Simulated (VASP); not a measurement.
# AgBr: single point with r2SCAN

AgBr:

```xyz
2
Lattice="0.0000 2.8922 2.8922 2.8922 0.0000 2.8922 2.8922 2.8922 0.0000" Properties=species:S:1:pos:R:3 pbc="T T T"
Ag    0.0000    0.0000    0.0000
Br    2.8922    2.8922    2.8922
```

The cell is a database's computed one.

```
Program             : VASP 6.6.1
Task                : single point
Functional          : r2SCAN
Potentials or basis : VASP PAW PBE potentials, release 64 (Ag, Br)
Cutoff              : 520 eV
k mesh              : 2 × 2 × 2
Occupations         : fermi-dirac, width 0.02 eV
Spin                : no spin polarisation
```

```yaml
Pressure: 6.0 GPa
Band_gap_on_the_k_mesh: 1.15 eV, indirect (least direct gap 2.97 eV)
```

Levels at points of the mesh, in eV from the valence-band top:
```
           k point  band 5  band 6  band 7  band 8  band 9  band 10  band 11  band 12  band 13  band 14
(0.00, 0.00, 0.00)   -2.85   -2.85   -1.82   -1.82   -1.82     1.15    10.32    10.32    10.32    11.46
(0.50, 0.00, 0.00)   -2.59   -2.59   -2.22    0.00    0.00     4.18     7.05     7.30     7.30    12.59
(0.50, 0.50, 0.00)   -2.73   -2.71   -2.50   -2.50   -2.36     2.05     7.31     9.59    11.68    11.68
```

Run time: 16 s on 1 thread of Intel(R) Xeon(R) Platinum 8488C (Sapphire Rapids), with other jobs on the host, peak memory 0.16 GiB.

Caveat: the k mesh is coarse (spacing up to 0.94 Å⁻¹), so the values aren't converged; the PAW data sets were made with another functional, which shifts forces and pressure a little. r2SCAN opens gaps a little over a GGA but as a rule still falls short of measured ones.
